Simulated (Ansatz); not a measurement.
One change: `Oc1ccccc1` becomes `NNc1ccccc1`.

Ansatz, PBE0-D4/def2-TZVP geometries, multiplicity 1. Each molecule was computed in one conformer, which needn't be the lowest.

```
                                          property  `Oc1ccccc1`
           HOMO–LUMO gap (ωB97M-V/def2-TZVPP) / eV        10.36
size of the dipole moment (ωB97M-V/def2-TZVPP) / D         1.30
                 LUMO energy (PBE/def2-TZVPP) / eV        -1.14
             LUMO energy (ωB97M-V/def2-TZVPP) / eV         1.76
               HOMO–LUMO gap (PBE/def2-TZVPP) / eV         4.34
  size of the dipole moment (B3LYP/def2-TZVPP) / D         1.29
```

Give the same properties after the change, and the shifts. (An estimate is asked.)

Computed: 
```tsv
property	`NNc1ccccc1`	shift
HOMO–LUMO gap (ωB97M-V/def2-TZVPP) / eV	9.80	-0.56
size of the dipole moment (ωB97M-V/def2-TZVPP) / D	0.57	-0.73
LUMO energy (PBE/def2-TZVPP) / eV	-1.04	0.10
LUMO energy (ωB97M-V/def2-TZVPP) / eV	1.82	0.06
HOMO–LUMO gap (PBE/def2-TZVPP) / eV	3.87	-0.47
size of the dipole moment (B3LYP/def2-TZVPP) / D	0.58	-0.71
```

With PBE0 the HOMO rises by 0.60 eV and the LUMO rises by 0.09 eV, so the gap narrows by about 0.51 eV. PBE moves the HOMO by 0.57 eV and ωB97M-V by 0.63 eV. The zero-point energy changes by 79.2 kJ/mol with +9 modes. Dipoles are sizes alone; their direction can turn.

B3LYP here is the variant with VWN-RPA as its local correlation; programs differ in this.

Positive LUMOs are unbound, so they and the gaps depend on the basis.
